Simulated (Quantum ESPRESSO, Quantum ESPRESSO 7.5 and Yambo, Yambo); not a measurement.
# Converging GW for CdSe (F-43m) in Yambo

Wanted: a converged G0W0 gap of CdSe (F-43m), or an estimate of the limit.

Main program and level: Quantum ESPRESSO 7.5 and Yambo 5.3.0; PBE and many-body steps on it, plane waves.

## Step 1: The structure

Symmetry: F-43m, No. 216, cubic system. Conventional cell: a = 6.141 Å, b = 6.141 Å, c = 6.141 Å, α = 90.00°, β = 90.00°, γ = 90.00°. Nearest to Cd lie 4 Se at 2.66 Å. Nearest to Se lie 4 Cd at 2.66 Å. Farther neighbours and most contacts between anions are not listed.

The cell and positions are those that the Materials Project relaxed with its own functionals (PBE, PBE+U or r2SCAN), kept fixed.

## Step 2: Empty states on the mesh, 4×4×4 mesh, 389 bands

This step: Quantum ESPRESSO 7.5; DFT, PBE, plane waves, norm-conserving pseudopotentials.

The sums over transitions need many empty states on a uniform mesh; this step solves for them.

File pw.in:

```
&control
  calculation = 'nscf'
  prefix = 'x'
  outdir = 'o'
  pseudo_dir = 'pseudo'
/
&system
  ibrav = 0
  nat = 2
  ntyp = 2
  ecutwfc = 94.0
  nbnd = 389
  force_symmorphic = .true.
/
&electrons
  conv_thr = 1e-9
  electron_maxstep = 80
  diago_full_acc = .true.
  diago_thr_init = 5e-6
/
ATOMIC_SPECIES
  Cd 112.41 Cd.upf
  Se 78.971 Se.upf
CELL_PARAMETERS angstrom
  -0.0000000000 3.0702711986 3.0702711986
  3.0702711986 -0.0000000000 3.0702711986
  3.0702711986 3.0702711986 -0.0000000000
ATOMIC_POSITIONS crystal
  Cd 0.0000000000 0.0000000000 0.0000000000
  Se 0.7500000000 0.7500000000 0.7500000000
K_POINTS automatic
  4 4 4 0 0 0
```

The run is started by

```
$ OMP_NUM_THREADS=1 mpirun -n 4 pw.x -nk 4 -in pw.in > pw.out
```

Output:

```text
Program PWSCF v.7.5 starts

     This program is part of the open-source Quantum ESPRESSO suite
     for quantum simulation of materials; please cite
         "P. Giannozzi et al., J. Phys.:Condens. Matter 21 395502 (2009);
         "P. Giannozzi et al., J. Phys.:Condens. Matter 29 465901 (2017);
         "P. Giannozzi et al., J. Chem. Phys. 152 154105 (2020);
     in publications or presentations arising from this work. More details at

     Atomic positions and unit cell read from directory:
     o/x.save/

     Message from routine setup:
[...]
58.8809  58.8809  59.6407  59.6978  60.5345  60.5345  62.3366  62.7241
     [... 37 further rows ...]
   194.6028 194.6028 194.7051 195.3712 196.1606 196.1606 197.1940 197.1940
   197.2232 198.4015 198.4015 199.2145 199.5798

          k = 0.3536 0.0000 0.0000 (  6030 PWs)   bands (ev):

     [... further k-points ...]

     highest occupied, lowest unoccupied level (ev):     7.3616    7.9091

     XML data file, pseudopotentials, collected wavefunctions

=------------------------------------------------------------------------------=
   JOB DONE.
=------------------------------------------------------------------------------=
```

Wall time 2.2 min (4 MPI ranks of Arm Neoverse N1, shared host); peak memory 1 GiB.

Numbers from this step:

- gap: 0.5475 eV
- k of the valence top: 0, 0, 0
- k of the conduction bottom: 0, 0, 0
- least direct gap: 0.5475 eV
- k points computed: 8
- lowest point of the top converged band, above the valence top: 190.6973 eV

On this mesh the gap is 0.547 eV.

The density comes from a self-consistent run that is not shown.

## Step 3: Conversion and set-up

This step: Yambo 5.3.0; conversion and set-up on PBE, plane waves, norm-conserving pseudopotentials.

The states are converted to the many-body program's format and the q mesh is built.

The run is started by

```
$ (cd o/x.save; p2y > p2y.log; mv SAVE ../..); yambo > setup.log
```

Output:

```text
 Yambo, version 5.3.0

 [02] CORE Variables Setup
 =========================

  [02.01] Unit cells
  ==================

  Cell kind             :  FCC
  Atoms in the cell     :  Cd  Se
  number of Cd atoms    :  1
  number of Se atoms    :  1

  List of atomic masses
  Mass of Cd    :  112.4100
  Mass of Se    :  78.97100

  List of atomic coordinates    : [cc]
  Cd1       :  0.000000  0.000000  0.000000  order 1
  Se1       :  8.702958  8.702958  8.702958  order 2

  Alat factors          :  5.801972  5.801972  5.801972 [a.u.]
  Direct lattice volume :  390.6221 [a.u.]
[...]
==========================================

 IBZ Q-points                                      :   8
 BZ  Q-points                                      :   64

 K/Q-points units:
 rlu = crystal or reduced units; cc = cartesian coordinates; iku = interal k-units

 Q [1]          [rlu]:  0.000000  0.000000  0.000000
 Q [2]          [rlu]: -0.74024E-17  0.64753E-17  0.25000
 Q [3]          [rlu]:  0.14805E-16 -0.12951E-16 -0.50000
[...]
Q [7]          [rlu]:  0.13563E-16 -0.50000     -0.50000
 Q [8]          [rlu]:  0.250000 -0.500000 -0.250000

  [03.01] X indexes
  =================

   [03.01.01] Sigma indexes
   ========================

 [06] Game Over & Game summary
```

Elapsed: 4.4 s, on 1 MPI rank; peak memory 0.26 GiB.

## Step 4: 64 bands, 74.8 eV

Now the one-shot GW correction: screening in the RPA, then the self-energy of the levels asked for.

This step: G0W0 on PBE, plane waves, norm-conserving pseudopotentials.

File gw1.in:

```
HF_and_locXC
gw0
dyson
ppa
em1d
rim_cut
RandQpts= 1000000
RandGvec= 1 RL
EXXRLvcs= 94 Ry
VXCRLvcs= 376 Ry
Chimod= "HARTREE"
% BndsRnXp
 1 | 64 |
%
NGsBlkXp= 5.5 Ry
% LongDrXp
 1 | 1 | 1 |
%
% GbndRnge
 1 | 64 |
%
DysSolver= "n"
ExtendOut
PPAPntXp= 27.21138 eV
% QPkrange
 1 | 1 | 17 | 20 |
%
```

The run is started by

```
$ OMP_NUM_THREADS=1 mpirun -n 4 yambo -F gw1.in -J gw1 -C gw1 > gw1.log
```

Output:

```text
 Yambo, version 5.3.0

 [02] CORE Variables Setup
 =========================

  [... cell, symmetries and grids as in the set-up ...]

  [02.05] Energies & Occupations
  ==============================

  [X] === General ===
  [X] Electronic Temperature                        :  0.000000  0.000000 [eV K]
  [X] Bosonic    Temperature                        :  0.000000  0.000000 [eV K]
  [X] Finite Temperature mode                       : no
  [X] El. density                                   :  0.62193E+24 [cm-3]
  [X] Fermi Level                                   :  7.361628 [eV]

  [X] === Gaps and Widths ===
  [X] Conduction Band Min                           :  0.547474 [eV]
  [X] Valence Band Max                              :  0.000000 [eV]
  [X] Filled Bands                                  :  18
  [X] Empty Bands                                   :    19   389
  [X] Direct Gap                                    :  0.547474 [eV]
  [X] Direct Gap localized at k                     :  1
  [X] Indirect Gap                                  :  0.547474 [eV]
  [X] Indirect Gap between kpts                     :  1  1
  [X] Last valence band width                       :  2.085577 [eV]
  [X] 1st conduction band width                     :  4.363902 [eV]

 [03] Transferred momenta grid and indexing
 ==========================================

 IBZ Q-points                                      :   8
 BZ  Q-points                                      :   64

 K/Q-points units:
 rlu = crystal or reduced units; cc = cartesian coordinates; iku = interal k-units

 Q [1]          [rlu]:  0.000000  0.000000  0.000000
 Q [2]          [rlu]: -0.74024E-17  0.64753E-17  0.25000
 Q [3]          [rlu]:  0.14805E-16 -0.12951E-16 -0.50000
 Q [4]          [rlu]: -0.67816E-17  0.25000      0.25000
 Q [5]          [rlu]: -0.13780E-16  0.25000      0.50000
 Q [6]          [rlu]: -0.12951E-16  0.25000     -0.25000
 Q [7]          [rlu]:  0.13563E-16 -0.50000     -0.50000
 Q [8]          [rlu]:  0.250000 -0.500000 -0.250000

 [04] Coloumb potential Random Integration (RIM)
 ===============================================

  [04.01] RIM initialization
  ==========================

  * Diagonal components only detected *

  8 x (sBL volume)        :  0.079377 [a.u.]
  sBZ random points       :  1000000
  Points outside the sBZ  :   7999624
  RL volume               :  0.635013 [a.u.]
  Integrated volume       :  0.635043 [a.u.]

  [04.02] RIM integrals
  =====================

  Gamma point sphere radius             :  0.077956 [a.u.]
  Points outside the sphere             :   799635
  [Int_sBZ(q=0) 1/q^2]*(Vol_sBZ)^(-1/3) =:  7.763403
                                 should be <:  7.795600

  Summary of Coulomb integrals for non-metallic bands |Q|[au] RIM/Bare

  Q [1] 0.100000E-4 0.995870 * Q [2] 0.234463 1.065611
  Q [4] 0.270735 1.063960 * Q [6] 0.382877 1.025542
  Q [5] 0.448963 1.019403 * Q [3] 0.468927 1.016307
  Q [7] 0.541470 1.013019 * Q [8] 0.605382 1.010006

 [WARNING] [Xp] User bands 1-64 break level degeneracy

 [05] Dipoles
 ============

  [05.01] Setup: observables and procedures
  =========================================

 [06] Dynamic Dielectric Matrix (PPA)
 ====================================

 [WR./gw1//ndb.pp]---------------------------------------------------------------
  Brillouin Zone Q/K grids (IBZ/BZ)                :    8   64    8   64
  RL vectors                                       :   7239 [WF]
  Coulomb cutoff potential                         : none
  Electronic Temperature                           :  0.000000 [K]
  Bosonic    Temperature                           :  0.000000 [K]
  PPA    diel. fun.  energies                      : Perdew, Burke & Ernzerhof(X)+Perdew, Burke & Ernzerhof(C)
  wavefunctions                                    : Perdew, Burke & Ernzerhof(X)+Perdew, Burke & Ernzerhof(C)
  Global Gauge                                     : length
  X matrix size                                    :  137
  X band range                                     :    1   64
  X e/h energy range                               : -1.000000 -1.000000 [eV]
  X Time ordering                                  : R
  X Hxc Kernel                                     : HARTREE
  X Drude frequency                                :  0.000000  0.000000
  X poles                                          :  100.0000 [o/o]
  RL vectors in the sum                            :   7239
  [r,Vnl] included                                 : yes
  Field direction                                  :  0.577350E-5  0.577350E-5  0.577350E-5
  BZ energy Double Grid                            : no
  BZ energy DbGd points                            : 0
  BZ Q point size factor                           : -1.000000
  X Optical Averaged directions                    : none

 [07] Local Exchange-Correlation + Non-Local Fock
 ================================================

 [VXC] Plane waves :   47855
 [EXS] Plane waves :   6081

 QP @ state[ 1 ] K range:  1  1
 QP @ state[ 1 ] b range:  17  20

 [xc] Functional : Perdew, Burke & Ernzerhof(X)+Perdew, Burke & Ernzerhof(C)
 [xc] LIBXC used to calculate xc functional
  PP Number of Atomic Species                      :  2
  NLCC RL compoments                               :   47855
  PP Number of Atomic Species                      :  2
  NLCC RL compoments                               :   47855

 [xc] E_xc :  -27.04176 [Ha]
      E_xc :  -54.08352 [Ry]

  Local XC kind (lXC) : Perdew, Burke & Ernzerhof(X)+Perdew, Burke & Ernzerhof(C)
  Non-Local XC kind (nlXC) : Hartree-Fock

  Corrections @ K [1] :  [eV]
 <17|nlXC|17> = -18.87319 -0.84714E-17 <17|lXC|17> = -15.31662  0.18882E-15
 <18|nlXC|18> = -18.87316  0.11312E-16 <18|lXC|18> = -15.31662  0.37781E-15
 <19|nlXC|19> = -8.130874  0.72937E-17 <19|lXC|19> = -11.48236  0.94441E-16
 <20|nlXC|20> = -5.557951  0.27281E-18 <20|lXC|20> = -10.19486 -0.59005E-16

 [08] Dyson equation: Newton solver
 ==================================

  [08.01] G0W0 (W PPA)
  ====================

  [  GW  ] Bands range     :    1   64
  [GW/PPA] G damping       :  0.100000 [eV]

  QP @ state[ 1 ] K range:  1  1
  QP @ state[ 1 ] b range:  17  20

   Sc/G bands                                       :    1   64
   Sc/G damping                                     :  0.100000 ev
   Sc bands terminator                              : no
   Sx RL components                                 :   6081

   QP @ state[ 1 ] K range                          :  1  1
   QP @ state[ 1 ] b range                          :  17  20
   GF energies kind                                 : Perdew, Burke & Ernzerhof(X)+Perdew, Burke & Ernzerhof(C)
   GF WF`s kind                                     : Perdew, Burke & Ernzerhof(X)+Perdew, Burke & Ernzerhof(C)
   Xs energies kind                                 : Perdew, Burke & Ernzerhof(X)+Perdew, Burke & Ernzerhof(C)
   Xs WF`s kind                                     : Perdew, Burke & Ernzerhof(X)+Perdew, Burke & Ernzerhof(C)

 [11] Game Over & Game summary
```

The job ended after 96 s (4 MPI ranks; peak memory 2.1 GiB; 6.3 min of CPU time).

This step gave:

| Item | Value |
| --- | --- |
| G0W0 gap on the points computed | 1.682 eV |
| starting gap on the mesh | 0.5475 eV |
| k of the valence top | 0, 0, 0 |
| k of the conduction bottom | 0, 0, 0 |
| least direct G0W0 gap on the computed points | 1.682 eV |
| Z at the valence top | 0.7919 |
| Z at the conduction bottom | 0.8124 |

The gap on the mesh goes from 0.55 eV to 1.68 eV, a correction of +1.13 eV.

## Step 5: 169 bands, 142.9 eV

File gw2.in:

```
HF_and_locXC
gw0
dyson
ppa
em1d
rim_cut
RandQpts= 1000000
RandGvec= 1 RL
EXXRLvcs= 94 Ry
VXCRLvcs= 376 Ry
Chimod= "HARTREE"
% BndsRnXp
 1 | 169 |
%
NGsBlkXp= 10.5 Ry
% LongDrXp
 1 | 1 | 1 |
%
% GbndRnge
 1 | 169 |
%
DysSolver= "n"
ExtendOut
PPAPntXp= 27.21138 eV
% QPkrange
 1 | 1 | 17 | 20 |
%
```

The run is started by

```
$ OMP_NUM_THREADS=1 mpirun -n 4 yambo -F gw2.in -J gw2 -C gw2 > gw2.log
```

Output:

```text
 Yambo, version 5.3.0

 [02] CORE Variables Setup
 =========================

  [... cell, symmetries and grids as in the set-up ...]

  [02.05] Energies & Occupations
  ==============================

  [X] === General ===
  [X] Electronic Temperature                        :  0.000000  0.000000 [eV K]
  [X] Bosonic    Temperature                        :  0.000000  0.000000 [eV K]
  [X] Finite Temperature mode                       : no
  [X] El. density                                   :  0.62193E+24 [cm-3]
  [X] Fermi Level                                   :  7.361628 [eV]

  [X] === Gaps and Widths ===
  [X] Conduction Band Min                           :  0.547474 [eV]
  [X] Valence Band Max                              :  0.000000 [eV]
  [X] Filled Bands                                  :  18
  [X] Empty Bands                                   :    19   389
  [X] Direct Gap                                    :  0.547474 [eV]
  [X] Direct Gap localized at k                     :  1
  [X] Indirect Gap                                  :  0.547474 [eV]
  [X] Indirect Gap between kpts                     :  1  1
  [X] Last valence band width                       :  2.085577 [eV]
  [X] 1st conduction band width                     :  4.363902 [eV]

 [03] Transferred momenta grid and indexing
 ==========================================

 IBZ Q-points                                      :   8
 BZ  Q-points                                      :   64

 K/Q-points units:
 rlu = crystal or reduced units; cc = cartesian coordinates; iku = interal k-units

 Q [1]          [rlu]:  0.000000  0.000000  0.000000
 Q [2]          [rlu]: -0.74024E-17  0.64753E-17  0.25000
 Q [3]          [rlu]:  0.14805E-16 -0.12951E-16 -0.50000
[...]
================================================

 [VXC] Plane waves :   47855
 [EXS] Plane waves :   6081

 QP @ state[ 1 ] K range:  1  1
 QP @ state[ 1 ] b range:  17  20

 [xc] Functional : Perdew, Burke & Ernzerhof(X)+Perdew, Burke & Ernzerhof(C)
 [xc] LIBXC used to calculate xc functional
  PP Number of Atomic Species                      :  2
  NLCC RL compoments                               :   47855
  PP Number of Atomic Species                      :  2
  NLCC RL compoments                               :   47855

 [xc] E_xc :  -27.04176 [Ha]
      E_xc :  -54.08352 [Ry]

  Local XC kind (lXC) : Perdew, Burke & Ernzerhof(X)+Perdew, Burke & Ernzerhof(C)
  Non-Local XC kind (nlXC) : Hartree-Fock

  Corrections @ K [1] :  [eV]
 <17|nlXC|17> = -18.87319 -0.84714E-17 <17|lXC|17> = -15.31662  0.18882E-15
 <18|nlXC|18> = -18.87316  0.11312E-16 <18|lXC|18> = -15.31662  0.37781E-15
 <19|nlXC|19> = -8.130874  0.72937E-17 <19|lXC|19> = -11.48236  0.94441E-16
 <20|nlXC|20> = -5.557951  0.27281E-18 <20|lXC|20> = -10.19486 -0.59005E-16

 [08] Dyson equation: Newton solver
 ==================================

  [08.01] G0W0 (W PPA)
  ====================

  [  GW  ] Bands range     :    1  169
  [GW/PPA] G damping       :  0.100000 [eV]

  QP @ state[ 1 ] K range:  1  1
  QP @ state[ 1 ] b range:  17  20

   Sc/G bands                                       :    1  169
   Sc/G damping                                     :  0.100000 ev
   Sc bands terminator                              : no
   Sx RL components                                 :   6081

   QP @ state[ 1 ] K range                          :  1  1
   QP @ state[ 1 ] b range                          :  17  20
   GF energies kind                                 : Perdew, Burke & Ernzerhof(X)+Perdew, Burke & Ernzerhof(C)
   GF WF`s kind                                     : Perdew, Burke & Ernzerhof(X)+Perdew, Burke & Ernzerhof(C)
   Xs energies kind                                 : Perdew, Burke & Ernzerhof(X)+Perdew, Burke & Ernzerhof(C)
   Xs WF`s kind                                     : Perdew, Burke & Ernzerhof(X)+Perdew, Burke & Ernzerhof(C)

 [11] Game Over & Game summary
```

It took 6 min on 4 MPI ranks; peak memory 2.1 GiB; 24 min of CPU time.

This step gave:

```
G0W0 gap on the points computed              : 1.709 eV
starting gap on the mesh                     : 0.5475 eV
k of the valence top                         : 0, 0, 0
k of the conduction bottom                   : 0, 0, 0
least direct G0W0 gap on the computed points : 1.709 eV
Z at the valence top                         : 0.7911
Z at the conduction bottom                   : 0.8118
```

Against G0W0 in Yambo (4×4×4 mesh, 64 bands, screening to 74.8 eV, Godby-Needs plasmon pole), the gap moves by +0.027 eV.

## Step 6: 389 bands, 217.7 eV

File gw3.in:

```
HF_and_locXC
gw0
dyson
ppa
em1d
rim_cut
RandQpts= 1000000
RandGvec= 1 RL
EXXRLvcs= 94 Ry
VXCRLvcs= 376 Ry
Chimod= "HARTREE"
% BndsRnXp
 1 | 389 |
%
NGsBlkXp= 16 Ry
% LongDrXp
 1 | 1 | 1 |
%
% GbndRnge
 1 | 389 |
%
DysSolver= "n"
ExtendOut
PPAPntXp= 27.21138 eV
% QPkrange
 1 | 1 | 17 | 20 |
%
```

The run is started by

```
$ OMP_NUM_THREADS=1 mpirun -n 4 yambo -F gw3.in -J gw3 -C gw3 > gw3.log
```

Output:

```text
 Yambo, version 5.3.0

 [02] CORE Variables Setup
 =========================

  [... cell, symmetries and grids as in the set-up ...]

  [02.05] Energies & Occupations
  ==============================

  [X] === General ===
  [X] Electronic Temperature                        :  0.000000  0.000000 [eV K]
  [X] Bosonic    Temperature                        :  0.000000  0.000000 [eV K]
  [X] Finite Temperature mode                       : no
  [X] El. density                                   :  0.62193E+24 [cm-3]
[...]
Sx RL components                                 :   6081

   QP @ state[ 1 ] K range                          :  1  1
   QP @ state[ 1 ] b range                          :  17  20
   GF energies kind                                 : Perdew, Burke & Ernzerhof(X)+Perdew, Burke & Ernzerhof(C)
   GF WF`s kind                                     : Perdew, Burke & Ernzerhof(X)+Perdew, Burke & Ernzerhof(C)
   Xs energies kind                                 : Perdew, Burke & Ernzerhof(X)+Perdew, Burke & Ernzerhof(C)
   Xs WF`s kind                                     : Perdew, Burke & Ernzerhof(X)+Perdew, Burke & Ernzerhof(C)

 [11] Game Over & Game summary
```

It took 27 min on 4 MPI ranks; peak memory 3 GiB.

This step gave:

```
G0W0 gap on the points computed              : 1.740 eV
starting gap on the mesh                     : 0.5475 eV
k of the valence top                         : 0, 0, 0
k of the conduction bottom                   : 0, 0, 0
least direct G0W0 gap on the computed points : 1.740 eV
```

Against G0W0 in Yambo (4×4×4 mesh, 169 bands, screening to 142.9 eV, Godby-Needs plasmon pole), the gap moves by +0.031 eV.

## Step 7: The runs together

Times are wall times on 4 MPI ranks of Arm Neoverse N1, shared host, good to a factor of about two.

```
                run   mesh  bands  screening cutoff (eV)  DFT gap (eV)  gap on the mesh (eV)  direct (eV)    time
  64 bands, 74.8 eV  4×4×4     64                   74.8         0.547                 1.682        1.682    96 s
169 bands, 142.9 eV  4×4×4    169                  142.9         0.547                 1.709        1.709   6 min
389 bands, 217.7 eV  4×4×4    389                  217.7         0.547                 1.740        1.740  27 min
```

## Step 8: Outcome

| Property | Result |
| --- | --- |
| 64 bands, 74.8 eV | 1.682 eV |
| 169 bands, 142.9 eV | 1.709 eV |
| 389 bands, 217.7 eV | 1.740 eV |
| known limits | not at the basis limit; exchange with frozen shells missing; no spin-orbit coupling; coarse k mesh |

From the first rung to the last the gap moves by +0.06 eV for 17 times the time. The steps are not yet shrinking, so no limit is drawn. In the G0W0 runs levels were corrected at 1 k point alone, so a gap called «on the mesh» is the least over those, and an edge elsewhere would be missed. The 4×4×4 mesh is coarse for this cell, which bears on the long-range parts of exchange and screening. The norm-conserving file of at least one element keeps a d shell over frozen s and p shells of the same row. Exchange with those shells is missing from the self-energy, an error of 0.3 to 0.9 eV in cases checked, whose sign depends on which edge lies on those atoms. The many-body steps are scalar-relativistic: spin-orbit coupling is not in them.

[Paths, hosts, dates, memory and timing lines, banners, echoed tables and standing remarks are left out of the program output.]

[Logs are printed without paths, hosts, clocks, repeated set-up lines and the standing remarks that a program may print on its own settings, such as how far it seeks lower states.]

[Runs of the session that timed out or met a known fault of the program may be left out.]

[Hosts, paths, dates, database ids (printed as entryN), source tags and the programs' standing remarks are cut or masked in the printed files.]
